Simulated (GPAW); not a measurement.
The system is SiC (Moissanite).

```
Si C
1.0
     3.07600    0.00000    0.00000
    -1.53800    2.66389    0.00000
     0.00000    0.00000    5.04800
Si C
2 2
Direct
  0.66667 0.33333 0.50000
  0.33333 0.66667 0.00000
  0.66667 0.33333 0.88500
  0.33333 0.66667 0.38500
```

| Item | Value |
| --- | --- |
| Program | GPAW 26.7.0 |
| Task | relaxation of cell and atoms |
| Functional | PBEsol |
| Potentials or basis | PAW data sets generated in the run's folder for this functional |
| Cutoff | 800 eV |
| Basis | pw |
| k mesh | 7 × 7 × 4 |
| Occupations | fermi-dirac, width 0.05 eV |
| Spin | no spin polarisation |

At the start: pressure 1.5 GPa; volume 10.34 Å³/atom.

Question: Where does the relaxation end?

Answer: Over 6 steps the energy falls by 9.4 meV/atom and the volume is 10.39 Å³/atom (+0.5 %); space group P6_3mc (No. 186, to 0.05 Å).

Step by step:
| step | energy change (eV) | largest force (eV/Å) | pressure (GPa) | volume (Å³) |
| --- | --- | --- | --- | --- |
| 1 | 0.0000 | 0.7587 | 1.47 | 41.36 |
| 2 | -0.0267 | 0.4134 | 1.03 | 41.41 |
| 3 | -0.0370 | 0.0455 | 0.59 | 41.47 |
| 4 | -0.0372 | 0.0019 | 0.52 | 41.48 |
| 5 | -0.0373 | 0.0141 | 0.39 | 41.51 |
| 6 | -0.0376 | 0.0172 | 0.04 | 41.57 |

Final structure:
```
CELL_PARAMETERS angstrom
3.08186 0.00000 0.00000
-1.54093 2.66897 0.00000
0.00000 0.00000 5.05441
ATOMIC_POSITIONS crystal
Si 0.66667 0.33333 0.50446
Si 0.33333 0.66667 0.00446
C 0.66667 0.33333 0.88054
C 0.33333 0.66667 0.38054
```

Caveat: later steps reuse the first step's grids.
